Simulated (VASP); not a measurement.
# HfN (F-43m) in VASP: notebook

Aim: see how the results for HfN move with the level of theory and the settings. Levels: r2SCAN, PBE. Tasks: relaxation of cell and atoms, single point.

Program: VASP 6.6.1. These are calculated values, not measurements. Logs are shortened: lines on timing, memory, paths and dates and some standing lists are left out, and cuts for length are marked.

**1. The structure**

Symmetry: F-43m, No. 216, cubic system. The conventional cell has a = 4.910 Å, b = 4.910 Å, c = 4.910 Å, α = 90.00°, β = 90.00°, γ = 90.00°. Hf (site symmetry -43m) is surrounded by 4 N at 2.13 Å. Around N (site symmetry -43m) lie 4 Hf at 2.13 Å.

The cell comes from a database or a generator and needn't be the stable form of this composition.

**2. Relaxation of cell and atoms, r2SCAN**

Contents of INCAR:

```
ALGO = Normal ; EDIFF = 1E-6
EDIFFG = -0.01 ; ENCUT = 600
IBRION = 2 ; ISIF = 3
ISMEAR = -1 ; LASPH = True
LCHARG = False ; LMIXTAU = True
LREAL = False ; LWAVE = False
METAGGA = R2SCAN ; NELM = 100
NSW = 40 ; PREC = Accurate
SIGMA = 0.05
```

Contents of KPOINTS:

```
k-points
0
Gamma
  8 8 8
```

Contents of POSCAR:

```
HfN
1.0
    0.0000000000      2.4548220000      2.4548220000
    2.4548220000      0.0000000000      2.4548220000
    2.4548220000      2.4548220000      0.0000000000
Hf N
1 1
Direct
    0.0000000000      0.0000000000      0.0000000000
    0.2500000000      0.2500000000      0.2500000000
```

Potentials or basis: VASP PAW PBE potentials, release 64 (Hf_pv, N).

Command:

```console
$ cat potpaw_PBE.64/Hf_pv/POTCAR potpaw_PBE.64/N/POTCAR > POTCAR
$ mpirun -np 1 vasp_std > vasp.out
```

OUTCAR:

```text
EDIFF = 1E-6
   EDIFFG = -0.01
   ENCUT = 600
   IBRION = 2
   ISIF = 3
   ISMEAR = -1
   LASPH = True
   LREAL = False
   METAGGA = R2SCAN
   NELM = 100
   NSW = 40
   PREC = Accurate

 ion  position               nearest neighbor table
   1  0.000  0.000  0.000-   2 2.13   2 2.13   2 2.13   2 2.13
   2  0.250  0.250  0.250-   1 2.13   1 2.13   1 2.13   1 2.13

  LATTYP: Found a face centered cubic cell.
 ALAT       =     4.9096440000

  Lattice vectors:

 A1 = (   0.0000000000,   2.4548220000,   2.4548220000)
 A2 = (   2.4548220000,   0.0000000000,   2.4548220000)
 A3 = (   2.4548220000,   2.4548220000,   0.0000000000)

Analysis of symmetry for initial positions (statically):
=====================================================================
 Subroutine PRICEL returns:
 Original cell was already a primitive cell.

 Routine SETGRP: Setting up the symmetry group for a
 face centered cubic supercell.

 Subroutine GETGRP returns: Found 24 space group operations
 (whereof 24 operations were pure point group operations)
 out of a pool of 48 trial point group operations.

The static configuration has the point symmetry T_d .

Analysis of symmetry for dynamics (positions and initial velocities):
=====================================================================
 Subroutine PRICEL returns:
 Original cell was already a primitive cell.

 Routine SETGRP: Setting up the symmetry group for a
 face centered cubic supercell.

 Subroutine GETGRP returns: Found 24 space group operations
 (whereof 24 operations were pure point group operations)
 out of a pool of 48 trial point group operations.

The dynamic configuration has the point symmetry T_d .

 Subroutine INISYM returns: Found 24 space group operations
 (whereof 24 operations are pure point group operations),
 and found     1 'primitive' translations

----------------------------------------------------------------------------------------

                                     Primitive cell

  volume of cell :      29.5863

  direct lattice vectors                    reciprocal lattice vectors
     0.000000000  2.454822000  2.454822000    -0.203680756  0.203680756  0.203680756
     2.454822000  0.000000000  2.454822000     0.203680756 -0.203680756  0.203680756
     2.454822000  2.454822000  0.000000000     0.203680756  0.203680756 -0.203680756

  length of vectors
     3.471642566  3.471642566  3.471642566     0.352785417  0.352785417  0.352785417

  position of ions in fractional coordinates (direct lattice)
     0.000000000  0.000000000  0.000000000
     0.250000000  0.250000000  0.250000000
[... 94 lines left out ...]
   IALGO  =     38    algorithm
   IMIX   =      4    mixing-type and parameters
     AMIX     =   0.40;   BMIX     =  1.00
     AMIX_MAG =   1.60;   BMIX_MAG =  1.00
  volume/ion in A,a.u.               =      14.79        99.83
  Fermi-wavevector in a.u.,A,eV,Ry     =   1.305395  2.466839 23.185087  1.704056
  Thomas-Fermi vector in A             =   2.436267
   LORBIT       =      0    0 simple, 1 ext, 2 COOP (PROOUT), +10 PAW based schemes
   METAGGA = R2SCAN    functional components
   LHFCALC =     F    Hartree Fock is set to
   AEXX    =    0.0000 exact exchange contribution
   IVDW    =     0    specifies the selected vdW correction
   LEPSILON=     F    determine dielectric tensor
   LRPA    =     F    only Hartree local field effects (RPA)
 conjugate gradient relaxation of ions
 non-spin polarized calculation
  energy-cutoff  :      600.00
  volume of cell :       29.59
 maximum number of plane-waves:       999
   NGX = 13   NGY = 13   NGZ = 13

--------------------------------------- Ionic step        1  -------------------------------------------

 number of electron      15.0000001 magnetization

 Free energy of the ion-electron system (eV)
  ---------------------------------------------------
  ext. energy  EPLUGINS =         0.00000000
  ---------------------------------------------------
  free energy    TOTEN  =       -57.71879468 eV

  energy without entropy =      -57.71520615  energy(sigma->0) =      -57.71700041

------------------------ aborting loop because EDIFF is reached ----------------------------------------

  FORCE on cell =-STRESS in cart. coord.  units (eV):
  Direction    XX          YY          ZZ          XY          YZ          ZX
  --------------------------------------------------------------------------------------
  -------------------------------------------------------------------------------------
  Total       -0.6812631     -0.6812631     -0.6812631     -0.0000000      0.0000000      0.0000000
  in kB      -36.8922731    -36.8922731    -36.8922731     -0.0000000      0.0000000      0.0000000
  external PRESSURE =     -36.8922731 kB  Pullay stress =       0.0000000 kB
[... 59 lines left out ...]
--------------------------------------- Ionic step        3  -------------------------------------------

 number of electron      15.0000002 magnetization

 Free energy of the ion-electron system (eV)
  ---------------------------------------------------
  ext. energy  EPLUGINS =         0.00000000
  ---------------------------------------------------
  free energy    TOTEN  =       -57.72501836 eV

  energy without entropy =      -57.72172387  energy(sigma->0) =      -57.72337112

 E-fermi :   5.9083     XC(G=0): -12.0386

 val. band max:        5.8482707196   @ k =  -0.3750   0.2500   0.1250
 cond. band min:       6.0992731587   @ k =   0.1250   0.0000   0.0000
 fundamental gap:      0.2510024390
 Fermi energy:         5.9082534373

 k-point     1 :       0.0000    0.0000    0.0000
  band No.  band energies     occupation
      1     -26.3556      2.00000
      2     -26.3556      2.00000
      3     -26.3556      2.00000
      4     -11.4128      2.00000
      5       0.0224      2.00000
      6       0.0224      2.00000
      7       0.0224      2.00000
      8       5.2816      1.99999
      9       8.4322      0.00000
     10       8.4322      0.00000
     11      12.9535      0.00000
[... 309 lines left out ...]
 k-point    24 :      -0.3750    0.2500    0.1250
  band No.  band energies     occupation
      1     -26.8247      2.00000
      2     -26.5556      2.00000
      3     -26.4644      2.00000
      4     -10.1000      2.00000
      5       0.0321      2.00000
      6       0.3133      2.00000
      7       1.2337      2.00000
      8       5.8483      1.53693
      9       8.0473      0.00000
     10       9.1254      0.00000
     11      12.0610      0.00000

 [... further k-points ...]
[... 5 lines left out ...]
  --------------------------------------------------------------------------------------
  -------------------------------------------------------------------------------------
  Total       -0.0077952     -0.0077952     -0.0077952      0.0000000      0.0000000      0.0000000
  in kB       -0.4297866     -0.4297866     -0.4297866      0.0000000      0.0000000      0.0000000
  external PRESSURE =      -0.4297866 kB  Pullay stress =       0.0000000 kB
[... 17 lines left out ...]
  FREE ENERGIE OF THE ION-ELECTRON SYSTEM (eV)
  ---------------------------------------------------
  free  energy   TOTEN  =       -57.7250183568 eV

  energy  without entropy=      -57.7217238736  energy(sigma->0) =      -57.72337112

 reached required accuracy - stopping structural energy minimisation
```

OSZICAR:

```text
N       E                     dE             d eps       ncg     rms          rms(c)
DAV:   1     0.905148935183E+01    0.90515E+01   -0.90651E+03   638   0.144E+03
DAV:   2    -0.624732098034E+02   -0.71525E+02   -0.68463E+02   888   0.279E+02
DAV:   3    -0.653922655206E+02   -0.29191E+01   -0.28934E+01   794   0.499E+01
[... 42 lines left out ...]
DAV:   6    -0.577248984559E+02   -0.73241E-03   -0.12015E-03   650   0.436E-01    0.814E-02
DAV:   7    -0.577250109851E+02   -0.11253E-03   -0.88139E-05   695   0.113E-01    0.249E-02
DAV:   8    -0.577250084843E+02    0.25007E-05   -0.28449E-05   707   0.613E-02    0.189E-02
DAV:   9    -0.577250176657E+02   -0.91813E-05   -0.15545E-05   665   0.487E-02    0.359E-03
DAV:  10    -0.577250183568E+02   -0.69114E-06   -0.11872E-06   653   0.126E-02
   3 F= -.57725018E+02 E0= -.57723371E+02  d E =-.622368E-02
```

CONTCAR:

```text
HfN
   1.00000000000000
     0.0000000000000000    2.4401590051467972    2.4401590051467972
     2.4401590051467972    0.0000000000000000    2.4401590051467972
     2.4401590051467972    2.4401590051467972   -0.0000000000000000
  Hf              N
     1     1
Direct
     0.0000000000000000    0.0000000000000000    0.0000000000000000
     0.2500000000000000    0.2500000000000000    0.2500000000000000

  0.00000000E+00  0.00000000E+00  0.00000000E+00
  0.00000000E+00  0.00000000E+00  0.00000000E+00
```

It took 2.9 min on 1 thread of Intel Xeon Platinum 8259CL at 2.50GHz (Skylake/Cascade Lake), shared host; peak memory 0.18 GiB.

Results:

```yaml
Free_energy: -57.7250 eV
Relaxed_volume: 14.53 Å³/atom
Relaxed_cell: a = 3.451 Å, b = 3.451 Å, c = 3.451 Å, α = 60.00°, β = 60.00°, γ = 60.00°
Space_group_after_relaxing_to_0.05_Å: F-43m (No. 216)
Energy_gained_by_relaxing: 3.1 meV/atom
Ionic_steps: 3
Pressure_after_relaxing: 0.0 GPa
Band_gap_on_the_k_mesh: none (metal or under the smearing width)
```

Step by step:
| step | energy change (eV) | largest force (eV/Å) | pressure (GPa) | volume (Å³) |
| --- | --- | --- | --- | --- |
| 1 | 0.0000 | 0.0000 | -3.69 | 29.59 |
| 2 | 0.0133 | 0.0000 | 7.13 | 28.15 |
| 3 | -0.0062 | 0.0000 | -0.04 | 29.06 |

Final structure:
```xyz
2
Lattice="0.0000 2.4402 2.4402 2.4402 0.0000 2.4402 2.4402 2.4402 0.0000" Properties=species:S:1:pos:R:3 pbc="T T T"
Hf    0.0000    0.0000    0.0000
N     1.2201    1.2201    1.2201
```

Caveat: the PAW data sets were made with another functional, which shifts forces and pressure a little.

**3. Single point, PBE**

Contents of INCAR:

```
PREC = Accurate
ENCUT = 450
EDIFF = 1E-7
ISMEAR = 0
SIGMA = 0.02
LREAL = F
LASPH = T
NELM = 100
ALGO = Fast
ISIF = 2
LWAVE = F
LCHARG = F
GGA = PE
```

Contents of KPOINTS:

```
regular mesh
0
Gamma
  5 5 5
```

POSCAR is that of step 2.

Potentials or basis: VASP PAW PBE potentials, release 64 (Hf_sv_GW, N_GW).

Command:

```console
$ cat potpaw_PBE.64/Hf_sv_GW/POTCAR potpaw_PBE.64/N_GW/POTCAR > POTCAR
$ mpirun -np 1 vasp_std > vasp.out
```

It took 4.9 s on 1 thread of Intel Xeon 6975P-C (Granite Rapids), shared host; peak memory 0.13 GiB.

The run converged. Its results:

- Free energy: -23.9108 eV
- Band gap on the k mesh: none (metal or under the smearing width)

Levels at points of the mesh, in eV from the Fermi level:
```tsv
k point	band 6	band 7	band 8	band 9	band 10	band 11
(0.00, 0.00, 0.00)	-5.56	-5.56	-5.56	-0.79	2.15	2.15
```

Caveat: the k mesh is coarse (spacing up to 0.44 Å⁻¹), so the values aren't converged; the cutoff is under 1.25 times the usual one of these potentials, so pressure, stress and relaxed cells hold a basis-set (Pulay) error. The run has no spin-orbit coupling, so splittings on Hf are missing.

**4. Single point, PBE**

Contents of INCAR:

```
PREC = Accurate
ENCUT = 450
EDIFF = 1E-7
ISMEAR = 0
SIGMA = 0.02
LREAL = False
LASPH = True
NELM = 60
ALGO = Fast
ISIF = 2
LWAVE = False
LCHARG = False
GGA = PE
NBANDS = 16
```

KPOINTS is that of step 3.

POSCAR is that of step 3.

Potentials or basis: VASP PAW PBE potentials, release 64 (Hf_sv_GW, N_GW).

Command:

```console
$ cat potpaw_PBE.64/Hf_sv_GW/POTCAR potpaw_PBE.64/N_GW/POTCAR > POTCAR
$ mpirun -np 1 vasp_std > vasp.out
```

OUTCAR:

```text
PREC = Accurate
   ENCUT = 450
   EDIFF = 1E-7
   ISMEAR = 0
   LREAL = False
   LASPH = True
   NELM = 60
   ISIF = 2
   GGA = PE

 ion  position               nearest neighbor table
   1  0.000  0.000  0.000-   2 2.13   2 2.13   2 2.13   2 2.13
   2  0.250  0.250  0.250-   1 2.13   1 2.13   1 2.13   1 2.13

  LATTYP: Found a face centered cubic cell.
 ALAT       =     4.9096440000

  Lattice vectors:

 A1 = (   0.0000000000,   2.4548220000,   2.4548220000)
 A2 = (   2.4548220000,   0.0000000000,   2.4548220000)
 A3 = (   2.4548220000,   2.4548220000,   0.0000000000)

Analysis of symmetry for initial positions (statically):
=====================================================================
 Subroutine PRICEL returns:
 Original cell was already a primitive cell.

 Routine SETGRP: Setting up the symmetry group for a
 face centered cubic supercell.

 Subroutine GETGRP returns: Found 24 space group operations
 (whereof 24 operations were pure point group operations)
 out of a pool of 48 trial point group operations.

The static configuration has the point symmetry T_d .

Analysis of symmetry for dynamics (positions and initial velocities):
=====================================================================
 Subroutine PRICEL returns:
 Original cell was already a primitive cell.

 Routine SETGRP: Setting up the symmetry group for a
 face centered cubic supercell.

 Subroutine GETGRP returns: Found 24 space group operations
 (whereof 24 operations were pure point group operations)
 out of a pool of 48 trial point group operations.

The dynamic configuration has the point symmetry T_d .

 Subroutine INISYM returns: Found 24 space group operations
 (whereof 24 operations are pure point group operations),
 and found     1 'primitive' translations

----------------------------------------------------------------------------------------

                                     Primitive cell
[... 95 lines left out ...]
     AMIX     =   0.40;   BMIX     =  1.00
     AMIX_MAG =   1.60;   BMIX_MAG =  1.00
  volume/ion in A,a.u.               =      14.79        99.83
  Fermi-wavevector in a.u.,A,eV,Ry     =   1.361009  2.571935 25.202706  1.852347
  Thomas-Fermi vector in A             =   2.487622
   LORBIT       =      0    0 simple, 1 ext, 2 COOP (PROOUT), +10 PAW based schemes
   GGA     = PE    functional components
   LHFCALC =     F    Hartree Fock is set to
   AEXX    =    0.0000 exact exchange contribution
   IVDW    =     0    specifies the selected vdW correction
   LEPSILON=     F    determine dielectric tensor
   LRPA    =     F    only Hartree local field effects (RPA)
 non-spin polarized calculation
 RMM-DIIS sequential band-by-band and
 Gauss-broadening in eV      SIGMA  =   0.02
  energy-cutoff  :      450.00
  volume of cell :       29.59
 maximum number of plane-waves:       656
   NGX = 13   NGY = 13   NGZ = 13

 number of electron      16.9999998 magnetization

 Free energy of the ion-electron system (eV)
  ---------------------------------------------------
  ext. energy  EPLUGINS =         0.00000000
  ---------------------------------------------------
  free energy    TOTEN  =       -23.91080004 eV

  energy without entropy =      -23.90933835  energy(sigma->0) =      -23.91006920

 E-fermi :   8.7894     XC(G=0): -11.5493

 val. band max:        8.7768321816   @ k =   0.4000   0.2000   0.0000
 cond. band min:       8.9022066741   @ k =  -0.4000   0.2000   0.0000
 fundamental gap:      0.1253744925
 Fermi energy:         8.7893783286

 k-point     1 :       0.0000    0.0000    0.0000
  band No.  band energies     occupation
      1     -53.8557      2.00000
      2     -22.3964      2.00000
      3     -22.3964      2.00000
      4     -22.3964      2.00000
      5      -7.4636      2.00000
      6       3.2290      2.00000
[... 167 lines left out ...]
      3     -22.6228      2.00000
      4     -22.5294      2.00000
      5      -6.1166      2.00000
      6       2.7878      2.00000
[... 8 lines left out ...]
     15      19.1378      0.00000
     16      21.0097      0.00000

------------------------ aborting loop because EDIFF is reached ----------------------------------------

  FORCE on cell =-STRESS in cart. coord.  units (eV):
  Direction    XX          YY          ZZ          XY          YZ          ZX
  --------------------------------------------------------------------------------------
  -------------------------------------------------------------------------------------
  Total       -0.1088423     -0.1088423     -0.1088423     -0.0000000      0.0000000      0.0000000
  in kB       -5.8941116     -5.8941116     -5.8941116     -0.0000000      0.0000000      0.0000000
  external PRESSURE =      -5.8941116 kB  Pullay stress =       0.0000000 kB

 VOLUME and BASIS-vectors are now :
 -----------------------------------------------------------------------------
  energy-cutoff  :      450.00
  volume of cell :       29.59
      direct lattice vectors                 reciprocal lattice vectors
     0.000000000  2.454822000  2.454822000    -0.203680756  0.203680756  0.203680756
     2.454822000  0.000000000  2.454822000     0.203680756 -0.203680756  0.203680756
     2.454822000  2.454822000  0.000000000     0.203680756  0.203680756 -0.203680756

 POSITION                                       TOTAL-FORCE (eV/Angst)
 -----------------------------------------------------------------------------------
      0.00000      0.00000      0.00000         0.000000      0.000000     -0.000000
      1.22741      1.22741      1.22741        -0.000000     -0.000000      0.000000
 -----------------------------------------------------------------------------------
    total drift:                               -0.000000     -0.000000     -0.000000

  FREE ENERGIE OF THE ION-ELECTRON SYSTEM (eV)
  ---------------------------------------------------
  free  energy   TOTEN  =       -23.9108000424 eV

  energy  without entropy=      -23.9093383529  energy(sigma->0) =      -23.91006920
```

Run time: 5.9 s. Hardware: 1 thread of Intel Xeon Platinum 8488C (Sapphire Rapids), shared host; peak memory 0.13 GiB.

What came out:

```yaml
Free_energy: -23.9108 eV
Band_gap_on_the_k_mesh: none (metal or under the smearing width)
```

Levels at points of the mesh, in eV from the Fermi level:
```
           k point  band 4  band 5  band 6  band 7  band 8  band 9  band 10  band 11  band 12  band 13
(0.00, 0.00, 0.00)  -31.19  -16.25   -5.56   -5.56   -5.56   -0.79     2.15     2.15     6.50     6.50
```

Caveat: the k mesh is coarse (spacing up to 0.44 Å⁻¹), so the values aren't converged; the cutoff is under 1.25 times the usual one of these potentials, so pressure, stress and relaxed cells hold a basis-set (Pulay) error. Spin-orbit coupling is left out, which matters for the levels of Hf.
